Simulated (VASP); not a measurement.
# Nb: convergence, Hubbard U by linear response

Nb, Im-3m (no. 229), 27 atoms in the cell. PBEsol, linear-response Hubbard U; PAW potentials Nb_sv (PBE set). VASP 6.6.1.

Wanted: U within 0.4 eV.

Shifted element: Nb; Shifted shell (l): 2; Shifts (eV): -0.15, 0.15.

POSCAR of the starting run:
```
Nb
1.0
   -3.3279000000      3.3279000000      3.3279000000
    3.3279000000     -3.3279000000      3.3279000000
    3.3279000000      3.3279000000     -3.3279000000
Nb Nb
1 7
Direct
    0.0000000000      0.0000000000      0.0000000000
    0.0000000000      0.0000000000      0.5000000000
    0.0000000000      0.5000000000      0.0000000000
    0.0000000000      0.5000000000      0.5000000000
    0.5000000000      0.0000000000      0.0000000000
    0.5000000000      0.0000000000      0.5000000000
    0.5000000000      0.5000000000      0.0000000000
    0.5000000000      0.5000000000      0.5000000000
```

The series start from Electronic algorithm: Normal; Projectors in real space: false; SCF threshold (eV): 1e-6; Cutoff (eV): 400; k-point spacing (1/Å): 0.3; Supercell: 2x2x2. Each series keeps the choices made before it, and each single choice may use up half of a tolerance. Times cover all steps of a run.

## Electronic algorithm

| Electronic algorithm | U (eV) | Time (s) |
|---|---|---|
| Normal | 1.66 | 44 |
| Fast | 1.79 | 80 |

Chosen: Normal; no other choice that stays within half of the tolerance saves 30 % of the time.

## Projectors in real space

| Projectors in real space | U (eV) | Time (s) |
|---|---|---|
| false | 1.66 | 44 |
| Auto | 1.66 | 90 |

Chosen: false.

## SCF threshold (eV)

| SCF threshold (eV) | U (eV) | Time (s) |
|---|---|---|
| 0.0001 | 1.49 | 30 |
| 1e-5 | 1.68 | 33 |
| 1e-6 | 1.66 | 44 |
| 1e-7 (reference) | 1.66 | 45 |

Chosen: 0.0001, the loosest value from which every tighter one stays within half of the tolerance.

## Cutoff (eV)

| Cutoff (eV) | U (eV) | Time (s) |
|---|---|---|
| 300 | 1.51 | 22 |
| 350 | 1.49 | 23 |
| 400 | 1.49 | 30 |
| 450 | 1.48 | 31 |
| 520 | 1.49 | 45 |
| 600 (reference) | 1.44 | 48 |

Chosen: 300.

## k-point spacing (1/Å)

| k-point spacing (1/Å) | U (eV) | Time (s) |
|---|---|---|
| 0.4 | 1.66 | 19 |
| 0.3 | 1.51 | 22 |
| 0.24 | 1.45 | 29 |
| 0.19 (reference) | 1.45 | 47 |

Chosen: 0.3.

## Supercell

| Supercell | U (eV) | Time (s) |
|---|---|---|
| 1x1x1 | 0.14 | 6.3 |
| 2x2x2 | 1.51 | 22 |
| 3x3x3 (reference) | 1.72 | 166 |

Chosen: 3x3x3; the next looser run is off by more than half of the tolerance, so convergence isn't shown beyond this value.

## All choices together

| Input | U (eV) | Time (s) |
|---|---|---|
| the smallest cell (naive) | 0.17 | 9.1 |
| chosen settings | 1.72 | 166 |
| reference settings throughout | 1.62 | 2791 |

The chosen settings stay within the tolerance of the reference run, but the reference itself isn't shown to be converged in: Supercell.

## The input

INCAR.step1:
```
PREC     = Accurate       # precision mode
ENCUT    = 300            # plane-wave cutoff, eV
EDIFF    = 1E-4           # SCF threshold, eV
NELM     = 200            # most SCF steps
ALGO     = Normal         # electronic algorithm
ISMEAR   = 1              # smearing method
SIGMA    = 0.1            # smearing width, eV
LREAL    = False          # projectors in reciprocal space
LASPH    = True           # aspherical terms in the spheres
LMAXMIX  = 4              # l up to which the mixer works
LORBIT   = 11             # projections on sites
LWAVE    = True           # write WAVECAR
LCHARG   = True           # write CHGCAR
GGA      = PS             # functional
ISPIN    = 2              # spin polarisation
MAGMOM   = 0 0 0 0 0 0 0 0 0 0 0 0 0 0 0 0 0 0 0 0 0 0 0 0 0 0 0 # initial moments
AMIX     = 0.2          
BMIX     = 1E-4         
AMIX_MAG = 0.8          
BMIX_MAG = 1E-4          
```

INCAR.step2, as INCAR.step1 but for:
```
- LWAVE = True
- LCHARG = True
+ LWAVE = False
+ LCHARG = False
+ LDAU = True
+ LDAUTYPE = 3
+ LDAUL = 2 -1
+ LDAUU = -0.15 0
+ LDAUJ = -0.15 0
+ LDAUPRINT = 1
+ ISTART = 1
+ ICHARG = 11
```

INCAR.step3, as INCAR.step2 but for:
```
- ICHARG = 11
+ ICHARG = 1
```

INCAR.step4, as INCAR.step3 but for:
```
- LDAUU = -0.15 0
- LDAUJ = -0.15 0
- ICHARG = 1
+ LDAUU = 0.15 0
+ LDAUJ = 0.15 0
+ ICHARG = 11
```

INCAR.step5, as INCAR.step4 but for:
```
- ICHARG = 11
+ ICHARG = 1
```

KPOINTS:
```
Automatic mesh
0
Gamma
  3 3 3
  0 0 0
```

POSCAR:
```
Nb
1.0
   -4.9918500000      4.9918500000      4.9918500000
    4.9918500000     -4.9918500000      4.9918500000
    4.9918500000      4.9918500000     -4.9918500000
Nb Nb
1 26
Direct
    0.0000000000      0.0000000000      0.0000000000
    0.0000000000      0.0000000000      0.3333333333
    0.0000000000      0.0000000000      0.6666666667
    0.0000000000      0.3333333333      0.0000000000
    0.0000000000      0.3333333333      0.3333333333
    0.0000000000      0.3333333333      0.6666666667
    0.0000000000      0.6666666667      0.0000000000
    0.0000000000      0.6666666667      0.3333333333
    0.0000000000      0.6666666667      0.6666666667
    0.3333333333      0.0000000000      0.0000000000
    0.3333333333      0.0000000000      0.3333333333
    0.3333333333      0.0000000000      0.6666666667
    0.3333333333      0.3333333333      0.0000000000
    0.3333333333      0.3333333333      0.3333333333
    0.3333333333      0.3333333333      0.6666666667
    0.3333333333      0.6666666667      0.0000000000
    0.3333333333      0.6666666667      0.3333333333
    0.3333333333      0.6666666667      0.6666666667
    0.6666666667      0.0000000000      0.0000000000
    0.6666666667      0.0000000000      0.3333333333
    0.6666666667      0.0000000000      0.6666666667
    0.6666666667      0.3333333333      0.0000000000
    0.6666666667      0.3333333333      0.3333333333
    0.6666666667      0.3333333333      0.6666666667
    0.6666666667      0.6666666667      0.0000000000
    0.6666666667      0.6666666667      0.3333333333
    0.6666666667      0.6666666667      0.6666666667
```

Commands (each step's output is kept before the next begins):
```
cat potpaw_PBE.64/Nb_sv/POTCAR potpaw_PBE.64/Nb_sv/POTCAR > POTCAR
cp INCAR.step1 INCAR
mpirun -np 8 vasp_std > vasp.out
cp CHGCAR CHGCAR.0
cp WAVECAR WAVECAR.0
cp INCAR.step2 INCAR
mpirun -np 8 vasp_std > vasp.out
cp CHGCAR.0 CHGCAR
cp WAVECAR.0 WAVECAR
cp INCAR.step3 INCAR
mpirun -np 8 vasp_std > vasp.out
cp CHGCAR.0 CHGCAR
cp WAVECAR.0 WAVECAR
cp INCAR.step4 INCAR
mpirun -np 8 vasp_std > vasp.out
cp CHGCAR.0 CHGCAR
cp WAVECAR.0 WAVECAR
cp INCAR.step5 INCAR
mpirun -np 8 vasp_std > vasp.out
```

Limits: The slopes are limited by the printed digits (0.001 electrons) and by how far each density was converged.

The chosen input took VASP 6.6.1 166 s on 8 cores (Intel Xeon 6975P-C (Granite Rapids)), a shared host.
